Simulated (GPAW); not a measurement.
# black phosphorene monolayer in an electric field, part 2 of 2

How does black phosphorene monolayer screen a perpendicular field?

GPAW 26.7.0; GPAW, PAW setups; layer in a repeated cell with vacuum, relaxation of atoms and in-plane cell (the session's first sound run).

So far, dipole along the normal (e·Å): step 2 (relaxation) 2.6e-5; step 3 (plane waves, PBE) 3.5e-4; step 4 (In a field) -0.0768.

### Step 5. In a field

Contents of run.py:

```python
import json
import numpy as np
from ase import Atoms
from gpaw import GPAW, PW
from gpaw.external import ConstantElectricField

slab = Atoms(
    ['P', 'P', 'P', 'P'],
    positions=[
        [0.40951, -0.00000, 8.00020],
        [1.90352, 1.65303, 8.00000],
        [4.21326, -0.00000, 10.11053],
        [2.71925, 1.65303, 10.11073]],
    cell=[[4.62277, 0.0, 0.0], [-0.0, 3.30606, 0.0], [0.0, 0.0, 18.1107]],
    pbc=[True, True, False])

slab.calc = GPAW(mode=PW(400), xc='PBE', kpts={'size': (6, 8, 1), 'gamma': True},
                 occupations={'name': 'fermi-dirac', 'width': 0.05}, nbands='160%',
                 convergence={'density': 1e-05}, maxiter=200,
                 poissonsolver={'dipolelayer': 'xy'},
                 external=ConstantElectricField(-0.1, [0, 0, 1]),
                 symmetry={'tolerance': 1e-3}, txt='slab.txt')
result = {}
energy = slab.get_potential_energy()
fermi = slab.calc.get_fermi_level()
v = slab.calc.get_electrostatic_potential().mean((0, 1)) - fermi
n = slab.calc.get_pseudo_density().mean((0, 1))
L = slab.cell[2, 2]
z = np.arange(len(v)) * L / len(v)
low, high = slab.positions[:, 2].min(), slab.positions[:, 2].max()
below, above = np.interp([low - 5.8, high + 5.8], z, v)
slopes = [np.interp(x, z, np.gradient(v, z)) for x in (low - 5.8, high + 5.8)]
eps = np.array([[slab.calc.get_eigenvalues(k, s) for k in range(len(slab.calc.get_ibz_k_points()))]
                for s in range(slab.calc.get_number_of_spins())]) - fermi
top, bottom = eps[eps < 0].max(), eps[eps > 0].min()
dipole = slab.get_dipole_moment()[2]
print(f'energy {energy:.4f} eV, Fermi level {fermi:.4f} eV, dipole {dipole:.5f} e A')
print(f'potential 5.8 A off the faces, from the Fermi level: lower {below:.4f} eV, upper {above:.4f} eV')
print(f'slope of the potential there: lower {slopes[0]:.5f}, upper {slopes[1]:.5f} eV/A')
print(f'nearest levels on the mesh: {top:.4f} and {bottom:.4f} eV')
print('magnetic moment', round(slab.get_magnetic_moment(), 3))
result.update(energy=energy, fermi=fermi, dipole=dipole, below=below, above=above, slopes=slopes, edges=[top, bottom],
              z=z.tolist(), v=v.tolist(), n=n.tolist(), positions=slab.positions.tolist(),
              forces=slab.get_forces(apply_constraint=False).tolist(), moments=slab.get_magnetic_moments().tolist())
json.dump(result, open('result.json', 'w'))
```

The run is started by

```bash
$ OMP_NUM_THREADS=1 OPENBLAS_NUM_THREADS=1 python run.py
```

Elapsed: 70 s, on 1 thread of Arm Neoverse N1, shared host; peak memory 0.23 GiB.

Numbers from this step:

| Item | Value |
| --- | --- |
| dipole along the normal | -0.03838 e·Å |
| levels nearest the Fermi level on the mesh | -0.4624, 0.4394 eV from the Fermi level |
| potential below the slab, the applied field's own ramp left out | 4.360 eV from the Fermi level |
| potential above the slab, the applied field's own ramp left out | 4.814 eV from the Fermi level |

Electrostatic potential energy of an electron (without an applied field's), less the Fermi level, planar mean against z:

z (Å), electrostatic potential energy of an electron (without an applied field's), less the Fermi level, planar mean (eV) and a bar from the least value:
```
      0.0        4.6 ##############################
      0.5        4.4 #############################
      1.0        4.4 #############################
      1.5        4.4 #############################
      2.0        4.4 #############################
      2.5        4.4 #############################
      3.0        4.4 #############################
      3.5        4.4 #############################
      4.0        4.4 #############################
      4.5        4.4 #############################
      5.0        4.4 #############################
      5.5        4.3 #############################
      6.0        4.2 #############################
      6.5        3.7 #############################
      7.0        1.5 ##########################
      7.5       -7.3 ###############
      8.0      -19.6 
      8.5       -8.0 ##############
      9.0       -0.8 #######################
      9.5       -5.2 ##################
     10.0      -18.5 #
     10.5      -10.3 ###########
     11.0        0.7 #########################
     11.5        3.9 #############################
     12.0        4.6 ##############################
     12.5        4.8 ##############################
     13.0        4.8 ##############################
     13.5        4.8 ##############################
     14.0        4.8 ##############################
     14.5        4.8 ##############################
     15.0        4.8 ##############################
     15.5        4.8 ##############################
     16.0        4.8 ##############################
     16.5        4.8 ##############################
     17.0        4.8 ##############################
     17.5        4.8 ##############################
     18.0        4.7 ##############################
```

The dipole is now -0.0384 e Å, against 3.5e-4 in the run without a field.

### Step 6. Field on

run.py, as its differences from that of step 5:

```diff
@@ -20,3 +20,3 @@
                  poissonsolver={'dipolelayer': 'xy'},
-                 external=ConstantElectricField(-0.1, [0, 0, 1]),
+                 external=ConstantElectricField(-0.05, [0, 0, 1]),
                  symmetry={'tolerance': 1e-3}, txt='slab.txt')
```

Wall time 67 s (1 thread); peak memory 0.23 GiB.

### Step 7. Field on

run.py, as its differences from that of step 6:

```diff
@@ -20,3 +20,3 @@
                  poissonsolver={'dipolelayer': 'xy'},
-                 external=ConstantElectricField(-0.05, [0, 0, 1]),
+                 external=ConstantElectricField(0.05, [0, 0, 1]),
                  symmetry={'tolerance': 1e-3}, txt='slab.txt')
```

The job ended after 67 s (1 thread; peak memory 0.23 GiB).

### Step 8. Field on

run.py, as its differences from that of step 7:

```diff
@@ -20,3 +20,3 @@
                  poissonsolver={'dipolelayer': 'xy'},
-                 external=ConstantElectricField(0.05, [0, 0, 1]),
+                 external=ConstantElectricField(0.1, [0, 0, 1]),
                  symmetry={'tolerance': 1e-3}, txt='slab.txt')
```

Wall time 70 s (1 thread); peak memory 0.23 GiB.

Electrostatic potential energy of an electron (without an applied field's), less the Fermi level, planar mean against z:

```
z (Å)  electrostatic potential energy of an electron (without an applied field's), less the Fermi level, planar mean (eV)
    0                                                                                                                4.59
    1                                                                                                                4.81
    2                                                                                                                4.81
    3                                                                                                                4.81
    4                                                                                                                4.81
    5                                                                                                                4.81
    6                                                                                                                4.66
    7                                                                                                                1.83
    8                                                                                                               -19.4
    9                                                                                                              -0.799
   10                                                                                                               -18.7
   11                                                                                                               0.348
   12                                                                                                                4.16
   13                                                                                                                4.35
   14                                                                                                                4.36
   15                                                                                                                4.36
   16                                                                                                                4.36
   17                                                                                                                4.36
   18                                                                                                                4.51
```

The dipole is now 0.0384 e Å, against 3.5e-4 in the run without a field.

### Step 9. In a field

run.py, as its differences from that of step 8:

```diff
@@ -20,3 +20,3 @@
                  poissonsolver={'dipolelayer': 'xy'},
-                 external=ConstantElectricField(0.1, [0, 0, 1]),
+                 external=ConstantElectricField(0.2, [0, 0, 1]),
                  symmetry={'tolerance': 1e-3}, txt='slab.txt')
```

The job ended after 75 s (1 thread; peak memory 0.23 GiB).

Table of electrostatic potential energy of an electron (without an applied field's), less the Fermi level, planar mean by z:

z (Å), electrostatic potential energy of an electron (without an applied field's), less the Fermi level, planar mean (eV) and a bar from the least value:
```
        0        4.6 #############################
        1        5.0 ##############################
        2        5.0 ##############################
        3        5.0 ##############################
        4        5.0 ##############################
        5        5.0 ##############################
        6        4.9 ##############################
        7        2.0 ##########################
        8      -19.3 
        9       -0.8 #######################
       10      -18.8 #
       11        0.2 ########################
       12        3.9 #############################
       13        4.1 #############################
       14        4.1 #############################
       15        4.1 #############################
       16        4.1 #############################
       17        4.1 #############################
       18        4.4 #############################
```

The dipole is now 0.0768 e Å, against 3.5e-4 in the run without a field.

### Step 10. In a field

run.py, as its differences from that of step 9:

```diff
@@ -20,3 +20,3 @@
                  poissonsolver={'dipolelayer': 'xy'},
-                 external=ConstantElectricField(0.2, [0, 0, 1]),
+                 external=ConstantElectricField(0.3, [0, 0, 1]),
                  symmetry={'tolerance': 1e-3}, txt='slab.txt')
```

Elapsed: 76 s, on 1 thread; peak memory 0.23 GiB.

The dipole is now 0.115 e Å, against 3.5e-4 in the run without a field.

### Step 11. The series

The members are put on one axis.

This step: induced dipole against applied field (GPAW 26.7.0).

The dipole along the normal by field:

```
field (V/Å)  dipole along the normal (e·Å)
     -0.200                        -0.0768
     -0.100                        -0.0384
     -0.050                        -0.0192
      0.000                         3.5e-4
      0.050                         0.0192
      0.100                         0.0384
      0.200                         0.0768
      0.300                          0.115
```

### Step 12. Summary of results

| Quantity | Value |
| --- | --- |
| work function, both faces (Fermi level placed in the gap by the smearing) | 4.58 eV |
| ionisation energy from the upper face (highest filled level on the mesh) | 5.05 eV |
| electron affinity from the upper face (lowest empty Kohn-Sham level on the mesh) | 4.14 eV |
| dipole along the normal | 3.5e-4 e Å |
| induced dipole per field | 0.384 e Å per V/Å |
| out-of-plane polarisability per area, α/(ε0 A) | 4.55 Å |

What this shows: The field induces 0.384 e Å per V/Å, a polarisable thickness α/(ε0 A) of 4.55 Å beside 2.11 Å between the outermost nuclei. A perfect conductor would give the distance between its two image planes; a dielectric of thickness t gives t(1 - 1/ε). The levels nearest the Fermi level on the mesh lie 0.902 eV apart, so the slab is gapped there: the smearing puts the Fermi level inside the gap, and from either face the ionisation energy is the work function plus 0.46 eV. Both are Kohn-Sham levels on the mesh, and semilocal gaps are too small, so the affinity tends to come out too large and the ionisation energy too small. The induced dipole is linear in the field over this range. The small printed dipole stands for a step of -4.2 meV from the lower to the upper face, and the probes find -3.8 meV; values this small are near the numerical noise of both. The layer's cell and atoms come from the relaxation; spin-orbit coupling and temperature are left out.

[Logs are printed without paths, hosts, clocks, repeated set-up lines and the standing remarks that a program may print on its own settings, such as how far it seeks lower states.]

[Hosts, paths, dates, database ids (printed as entryN), source tags and the programs' standing remarks are cut or masked in the printed files.]
